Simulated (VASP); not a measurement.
# AlN (P6_3mc) in VASP: a series of runs

One crystal, AlN, is run at these levels: PBE0; tasks: single point.

All numbers are computed with VASP 6.6.1; they aren't measurements. Logs are shortened: lines on timing, memory, paths and dates and some standing lists are left out, and cuts for length are marked.

## Step 1: The structure

The structure is hexagonal, space group P6_3mc (No. 186). Conventional cell: a = 3.113 Å, b = 3.113 Å, c = 4.981 Å, α = 90.00°, β = 90.00°, γ = 120.00°. Al (site symmetry 3m) is surrounded by 4 N at 1.89 Å. N (site symmetry 3m) has 4 Al at 1.89 Å as nearest neighbours.

## Step 2: Single point, PBE0

File POSCAR:

```
AlN
1.0
    3.1130000000      0.0000000000      0.0000000000
   -1.5565000000      2.6959370820      0.0000000000
    0.0000000000      0.0000000000      4.9810000000
Al N
2 2
Direct
    0.6666666667      0.3333333333      0.5000000000
    0.3333333333      0.6666666667      0.0000000000
    0.6666666667      0.3333333333      0.8800000000
    0.3333333333      0.6666666667      0.3800000000
```

File INCAR.step1:

```
SYSTEM = AlN
PREC     = Accurate       ! precision mode
ENCUT    = 400            ! plane-wave cutoff, eV
EDIFF    = 1E-5           ! SCF threshold, eV
ISMEAR   = 0              ! smearing method
SIGMA    = 0.01           ! smearing width, eV
LREAL    = .FALSE.        ! projectors in reciprocal space
LASPH    = .TRUE.         ! aspherical terms in the spheres
NELM     = 100            ! most SCF steps
ALGO     = Normal         ! electronic algorithm
ISIF     = 2              ! what is computed and relaxed
LWAVE    = .TRUE.         ! write WAVECAR
NKRED    = 1            
NBANDS   = 16             ! bands
GGA      = PE             ! functional
```

File INCAR.step2:

```
SYSTEM = AlN
PREC     = Accurate       ! precision mode
ENCUT    = 400            ! plane-wave cutoff, eV
EDIFF    = 1E-6           ! SCF threshold, eV
ISMEAR   = 0              ! smearing method
SIGMA    = 0.01           ! smearing width, eV
LREAL    = .FALSE.        ! projectors in reciprocal space
LASPH    = .TRUE.         ! aspherical terms in the spheres
NELM     = 100            ! most SCF steps
ALGO     = Normal         ! electronic algorithm
ISIF     = 2              ! what is computed and relaxed
LWAVE    = .FALSE.        ! write WAVECAR
LCHARG   = .FALSE.        ! write CHGCAR
GGA      = PE             ! functional
LHFCALC  = .TRUE.         ! exact exchange
AEXX     = 0.25           ! exact-exchange fraction
PRECFOCK = Fast         
NKRED    = 1            
NBANDS   = 16             ! bands
ISTART   = 1
```

File KPOINTS:

```
regular mesh
0
G
  5 5 3
  0 0 0
```

Potentials or basis: VASP PAW PBE potentials, release 64 (Al, N).

The run is started by

```sh
> cat potpaw_PBE.64/Al/POTCAR potpaw_PBE.64/N/POTCAR > POTCAR
> cp INCAR.step1 INCAR
> mpirun -np 1 vasp_std > vasp.out
> cp INCAR.step2 INCAR
> mpirun -np 1 vasp_std > vasp.out
```

OUTCAR:

```text
SYSTEM = AlN
   PREC = Accurate
   ENCUT = 400
   EDIFF = 1E-6
   ISMEAR = 0
   LREAL = .FALSE.
   LASPH = .TRUE.
   NELM = 100
   ISIF = 2
   GGA = PE
   LHFCALC = .TRUE.
   AEXX = 0.25
   PRECFOCK = Fast
   NKRED = 1
   ISTART = 1

 Found     10 irreducible k-points:

 Following reciprocal coordinates:
            Coordinates               Weight
  0.000000  0.000000  0.000000      1.000000
  0.200000 -0.000000  0.000000      6.000000
  0.400000  0.000000  0.000000      6.000000
  0.200000  0.200000  0.000000      6.000000
  0.400000  0.200000  0.000000      6.000000
  0.000000  0.000000  0.333333      2.000000
   k-points           NKPTS =     10   k-points in BZ     NKDIM =     75   number of bands    NBANDS=     16
   number of dos      NEDOS =    301   number of ions     NIONS =      4
   total plane-waves  NPLWV =  12800
   dimension x,y,z NGX =    20 NGY =   20 NGZ =   32
   dimension x,y,z NGXF=    40 NGYF=   40 NGZF=   64
   ions per type =               2   2
   NGX,Y,Z   is equivalent  to a cutoff of  10.68, 10.68, 10.68 a.u.
   NGXF,Y,Z  is equivalent  to a cutoff of  21.36, 21.36, 21.36 a.u.
 SYSTEM =  AlN
   PREC   = accura    normal or accurate (medium, high low for compatibility)
   ISTART =      1    job   : 0-new  1-cont  2-samecut
   ICHARG =      0    charge: 1-file 2-atom 10-const
   ISPIN  =      1    spin polarized calculation?
   LNONCOLLINEAR =      F non collinear calculations
   LSORBIT =      F    spin-orbit coupling
   LASPH  =      T    aspherical Exc in radial PAW
   ENCUT  =  400.0 eV  29.40 Ry    5.42 a.u.   5.08  5.08  8.12*2*pi/ulx,y,z
   NELM   =    100;   NELMIN=  2; NELMDL=  0     # of ELM steps
   EDIFF  = 0.1E-05   stopping-criterion for ELM
   LREAL  =      F    real-space projection
   EDIFFG = 0.1E-04   stopping-criterion for IOM
   NSW    =      0    number of steps for IOM
   IBRION =     -1    ionic relax: 0-MD 1-quasi-New 2-CG
   NFREE  =      0    steps in history (QN), initial steepest desc. (CG)
   ISIF   =      2    stress and relaxation
   ISYM   =      3    0-nonsym 1-usesym 2-fastsym
   POTIM  = 0.5000    time-step for ionic-motion
   TEBEG  =    0.0;   TEEND  =   0.0 temperature during run
   PSTRESS=    0.0 pullay stress
   NELECT =      16.0000    total number of electrons
   NUPDOWN=      -1.0000    fix difference up-down
   EMIN   =  10.00;   EMAX   =-10.00  energy-range for DOS
   EFERMI =   0.00;   METHOD = LEGACY
   ISMEAR =     0;   SIGMA  =   0.01  broadening in eV -4-tet -1-fermi 0-gaus
   EFERMI_NEDOS =   21; number of points for ismear=-14 and -15
   IALGO  =     38    algorithm
   IMIX   =      1    mixing-type and parameters
     AMIX     =   0.40;   BMIX     =  1.00
     AMIX_MAG =   1.60;   BMIX_MAG =  1.00
  volume/ion in A,a.u.               =      10.45        70.52
  Fermi-wavevector in a.u.,A,eV,Ry     =   1.188629  2.246183 19.222843  1.412839
  Thomas-Fermi vector in A             =   2.324754
   LORBIT       =      0    0 simple, 1 ext, 2 COOP (PROOUT), +10 PAW based schemes
   GGA     = PE    functional components
   LHFCALC =     T    Hartree Fock is set to
   PRECFOCK=fast      Normal, Fast or Accurate (Low or Medium for compatibility)
   ENCUT4O =  -1.0   cutoff for four orbital integrals eV
   NKREDX  =     1    reduce k-point grid by
   NKREDY  =     1    reduce k-point grid by
   NKREDZ  =     1    reduce k-point grid by
   AEXX    =    0.2500 exact exchange contribution
   HFSCREEN=    0.0000 screening length (either q_TF or 0.3 A-1)
   HFSCREENC=   0.0000 screening length for correlation (either q_TF or 0.3 A-1)
   ENCUTFOCK=  -1.0 apply spherical cutoff to Coloumb kernel
   IVDW    =     0    specifies the selected vdW correction
   LEPSILON=     F    determine dielectric tensor
   LRPA    =     F    only Hartree local field effects (RPA)
 non-spin polarized calculation
 Gauss-broadening in eV      SIGMA  =   0.01
  energy-cutoff  :      400.00
  volume of cell :       41.80
 maximum number of plane-waves:       767
  NGX = 12; NGY = 12; NGZ = 20

 number of electron      15.9999999 magnetization

 Free energy of the ion-electron system (eV)
  ---------------------------------------------------
  ext. energy  EPLUGINS =         0.00000000
  ---------------------------------------------------
  free energy    TOTEN  =       -36.73848793 eV

  energy without entropy =      -36.73848793  energy(sigma->0) =      -36.73848793

 E-fermi :   4.9518     XC(G=0):  -8.5897

 val. band max:        4.8249653776   @ k =   0.0000   0.0000   0.0000
 cond. band min:      11.1470196668   @ k =   0.0000   0.0000   0.0000
 fundamental gap:      6.3220542892
 Fermi energy:         4.9518494796

 k-point     1 :       0.0000    0.0000    0.0000
  band No.  band energies     occupation
      1     -11.8870      2.00000
      2      -9.5938      2.00000
      3      -1.7016      2.00000
      4       3.8915      2.00000
      5       3.8916      2.00000
      6       4.6241      2.00000
[... 8 lines left out ...]
     15      20.5274      0.00000
     16      20.5274      0.00000

 k-point     2 :       0.2000   -0.0000    0.0000
  band No.  band energies     occupation
      1     -11.3597      2.00000
      2      -9.3183      2.00000
      3      -1.0500      2.00000
      4       1.8588      2.00000
      5       2.8260      2.00000
      6       3.3283      2.00000
[... 8 lines left out ...]
     15      19.6652      0.00000
     16      20.0755      0.00000

 k-point     3 :       0.4000    0.0000    0.0000
  band No.  band energies     occupation
      1     -10.1403      2.00000
      2      -8.9981      2.00000
      3      -0.7036      2.00000
      4       0.5661      2.00000
      5       0.7024      2.00000
      6       2.6431      2.00000
[... 8 lines left out ...]
     15      19.8964      0.00000
     16      22.7430      0.00000

 k-point     4 :       0.2000    0.2000    0.0000
  band No.  band energies     occupation
      1     -10.4615      2.00000
      2      -9.0063      2.00000
      3       0.1296      2.00000
      4       0.5180      2.00000
      5       0.7045      2.00000
      6       2.5199      2.00000
[... 8 lines left out ...]
     15      19.9287      0.00000
     16      22.1331      0.00000

 k-point     5 :       0.4000    0.2000    0.0000
  band No.  band energies     occupation
      1      -9.5475      2.00000
      2      -9.0512      2.00000
      3      -0.6980      2.00000
      4       0.6073      2.00000
      5       1.2786      2.00000
      6       1.5737      2.00000
[... 8 lines left out ...]
     15      20.4350      0.00000
     16      22.1114      0.00000

 k-point     6 :       0.0000    0.0000    0.3333
  band No.  band energies     occupation
      1     -11.4417      2.00000
      2     -10.3381      2.00000
      3      -0.2343      2.00000
      4       2.8053      2.00000
      5       4.0684      2.00000
      6       4.0684      2.00000
[... 8 lines left out ...]
     15      19.3254      0.00000
     16      19.3254      0.00000

 [... further k-points ...]
[... 5 lines left out ...]
  --------------------------------------------------------------------------------------
  -------------------------------------------------------------------------------------
  Total       -1.5381107     -1.5381107     -1.1284842      0.0000000      0.0000000     -0.0000000
  in kB      -58.9512139    -58.9512139    -43.2514476      0.0000000      0.0000000     -0.0000000
  external PRESSURE =     -53.7179585 kB  Pullay stress =       0.0000000 kB

 VOLUME and BASIS-vectors are now :
 -----------------------------------------------------------------------------
  energy-cutoff  :      400.00
  volume of cell :       41.80
      direct lattice vectors                 reciprocal lattice vectors
     3.113000000  0.000000000  0.000000000     0.321233537  0.185464269  0.000000000
    -1.556500000  2.695937082  0.000000000     0.000000000  0.370928538  0.000000000
     0.000000000  0.000000000  4.981000000     0.000000000  0.000000000  0.200762899

 POSITION                                       TOTAL-FORCE (eV/Angst)
 -----------------------------------------------------------------------------------
      1.55650      0.89865      2.49050        -0.000000     -0.000000     -0.130314
     -0.00000      1.79729      0.00000         0.000000      0.000000     -0.130314
      1.55650      0.89865      4.38328         0.000000     -0.000000      0.130314
     -0.00000      1.79729      1.89278        -0.000000     -0.000000      0.130314
 -----------------------------------------------------------------------------------
    total drift:                               -0.000000     -0.000000      0.003067

  FREE ENERGIE OF THE ION-ELECTRON SYSTEM (eV)
  ---------------------------------------------------
  free  energy   TOTEN  =       -36.7384879277 eV

  energy  without entropy=      -36.7384879277  energy(sigma->0) =      -36.73848793
```

It took 56 s on 1 thread of Intel Xeon 6975P-C (Granite Rapids), shared host; peak memory 0.14 GiB.

These settings aren't checked as converged: the numbers below hold their error.

What came out:

| Item | Value |
| --- | --- |
| Free energy | -36.7385 eV |
| Largest force | 0.130 eV/Å |
| Band gap on the k mesh | 6.32 eV, direct |

Caveat: the k mesh is coarse (spacing up to 0.47 Å⁻¹), so the values aren't converged, least of all with exact exchange; the cutoff is under 1.25 times the usual one of these potentials, so pressure, stress and relaxed cells hold a basis-set (Pulay) error; the PAW data sets were made with another functional, which shifts forces and pressure a little.

## Step 3: Single point, PBE0

POSCAR is that of step 2.

Changes to INCAR.step1 since step 2:

```diff
@@ -2,3 +2,3 @@
 PREC     = Accurate       ! precision mode
-ENCUT    = 400            ! plane-wave cutoff, eV
+ENCUT    = 350            ! plane-wave cutoff, eV
 EDIFF    = 1E-5           ! SCF threshold, eV
```

Changes to INCAR.step2 since step 2:

```diff
@@ -2,3 +2,3 @@
 PREC     = Accurate       ! precision mode
-ENCUT    = 400            ! plane-wave cutoff, eV
+ENCUT    = 350            ! plane-wave cutoff, eV
 EDIFF    = 1E-6           ! SCF threshold, eV
```

File KPOINTS:

```
regular mesh
0
G
  6 6 4
  0 0 0
```

Potentials or basis: VASP PAW PBE potentials, release 64 (Al, N).

The run is started by

```sh
> cat potpaw_PBE.64/Al/POTCAR potpaw_PBE.64/N/POTCAR > POTCAR
> cp INCAR.step1 INCAR
> mpirun -np 1 vasp_std > vasp.out
> cp INCAR.step2 INCAR
> mpirun -np 1 vasp_std > vasp.out
```

OUTCAR:

```text
SYSTEM = AlN
   PREC = Accurate
   ENCUT = 350
   EDIFF = 1E-6
   ISMEAR = 0
   LREAL = .FALSE.
   LASPH = .TRUE.
   NELM = 100
   ISIF = 2
   GGA = PE
   LHFCALC = .TRUE.
   AEXX = 0.25
   PRECFOCK = Fast
   NKRED = 1
   ISTART = 1

 Found     21 irreducible k-points:

 Following reciprocal coordinates:
            Coordinates               Weight
  0.000000  0.000000  0.000000      1.000000
  0.166667  0.000000  0.000000      6.000000
  0.333333  0.000000  0.000000      6.000000
  0.500000  0.000000  0.000000      3.000000
  0.166667  0.166667  0.000000      6.000000
  0.333333  0.166667  0.000000     12.000000
   k-points           NKPTS =     21   k-points in BZ     NKDIM =    144   number of bands    NBANDS=     16
   number of dos      NEDOS =    301   number of ions     NIONS =      4
   total plane-waves  NPLWV =  12000
   dimension x,y,z NGX =    20 NGY =   20 NGZ =   30
   dimension x,y,z NGXF=    40 NGYF=   40 NGZF=   60
   ions per type =               2   2
   NGX,Y,Z   is equivalent  to a cutoff of  10.68, 10.68, 10.01 a.u.
   NGXF,Y,Z  is equivalent  to a cutoff of  21.36, 21.36, 20.03 a.u.
 SYSTEM =  AlN
   PREC   = accura    normal or accurate (medium, high low for compatibility)
[... 62 lines left out ...]
  free energy    TOTEN  =       -36.69369966 eV

  energy without entropy =      -36.69369966  energy(sigma->0) =      -36.69369966

 E-fermi :   4.9519     XC(G=0):  -8.5907

 val. band max:        4.8282350024   @ k =   0.0000   0.0000   0.0000
 cond. band min:      11.1174236122   @ k =   0.0000   0.0000   0.0000
 fundamental gap:      6.2891886097
 Fermi energy:         4.9518623591

 k-point     1 :       0.0000    0.0000    0.0000
  band No.  band energies     occupation
      1     -11.9096      2.00000
      2      -9.6227      2.00000
      3      -1.6902      2.00000
      4       3.9119      2.00000
      5       3.9120      2.00000
      6       4.6289      2.00000
[... 91 lines left out ...]
      3      -0.5482      2.00000
      4       0.5657      2.00000
      5       1.0312      2.00000
      6       1.8099      2.00000
[... 8 lines left out ...]
     15      19.9290      0.00000
     16      22.3318      0.00000

 [... further k-points ...]
[... 5 lines left out ...]
  --------------------------------------------------------------------------------------
  -------------------------------------------------------------------------------------
  Total       -3.0363851     -3.0363851     -2.6013807      0.0000000      0.0000000      0.0000000
  in kB     -116.3756233   -116.3756233    -99.7031956      0.0000000      0.0000000      0.0000000
  external PRESSURE =    -110.8181474 kB  Pullay stress =       0.0000000 kB

 VOLUME and BASIS-vectors are now :
 -----------------------------------------------------------------------------
  energy-cutoff  :      350.00
  volume of cell :       41.80
      direct lattice vectors                 reciprocal lattice vectors
     3.113000000  0.000000000  0.000000000     0.321233537  0.185464269  0.000000000
    -1.556500000  2.695937082  0.000000000     0.000000000  0.370928538  0.000000000
     0.000000000  0.000000000  4.981000000     0.000000000  0.000000000  0.200762899

 POSITION                                       TOTAL-FORCE (eV/Angst)
 -----------------------------------------------------------------------------------
      1.55650      0.89865      2.49050         0.000000     -0.000000     -0.130007
     -0.00000      1.79729      0.00000        -0.000000     -0.000000     -0.130007
      1.55650      0.89865      4.38328        -0.000000      0.000000      0.130007
     -0.00000      1.79729      1.89278         0.000000     -0.000000      0.130007
 -----------------------------------------------------------------------------------
    total drift:                               -0.000000     -0.000002      0.003136

  FREE ENERGIE OF THE ION-ELECTRON SYSTEM (eV)
  ---------------------------------------------------
  free  energy   TOTEN  =       -36.6936996553 eV

  energy  without entropy=      -36.6936996553  energy(sigma->0) =      -36.69369966
```

Wall time 3.6 min (1 thread of Intel Xeon 6975P-C (Granite Rapids), shared host); peak memory 0.13 GiB.

The run converged, but a check on its numbers failed (symmetry, net force, bounds or a known fault of this set-up), so they aren't taken as properties of the crystal.

Caveat: the cutoff lies under the usual one of these potentials, so the numbers hold a large basis-set error; the PAW data sets were made with another functional, which shifts forces and pressure a little.

## Step 4: Single point, PBE0

POSCAR is that of step 3.

Changes to INCAR.step1 since step 3:

```diff
@@ -2,3 +2,3 @@
 PREC     = Accurate       ! precision mode
-ENCUT    = 350            ! plane-wave cutoff, eV
+ENCUT    = 400            ! plane-wave cutoff, eV
 EDIFF    = 1E-5           ! SCF threshold, eV
```

Changes to INCAR.step2 since step 3:

```diff
@@ -2,3 +2,3 @@
 PREC     = Accurate       ! precision mode
-ENCUT    = 350            ! plane-wave cutoff, eV
+ENCUT    = 400            ! plane-wave cutoff, eV
 EDIFF    = 1E-6           ! SCF threshold, eV
```

KPOINTS is that of step 3.

The run is started by

```sh
> cat potpaw_PBE.64/Al/POTCAR potpaw_PBE.64/N/POTCAR > POTCAR
> cp INCAR.step1 INCAR
> mpirun -np 1 vasp_std > vasp.out
> cp INCAR.step2 INCAR
> mpirun -np 1 vasp_std > vasp.out
```

Wall time 3.9 min (1 thread of Intel Xeon 6975P-C (Granite Rapids), shared host); peak memory 0.14 GiB.

The run converged, but some of its settings lie outside the range that counts as converged, so its numbers aren't taken as properties of the crystal.

Results:

* Free energy: -36.7288 eV
* Largest force: 0.128 eV/Å
* Band gap on the k mesh: 6.30 eV, direct

Caveat: the cutoff is under 1.25 times the usual one of these potentials, so pressure, stress and relaxed cells hold a basis-set (Pulay) error; the PAW data sets were made with another functional, which shifts forces and pressure a little.
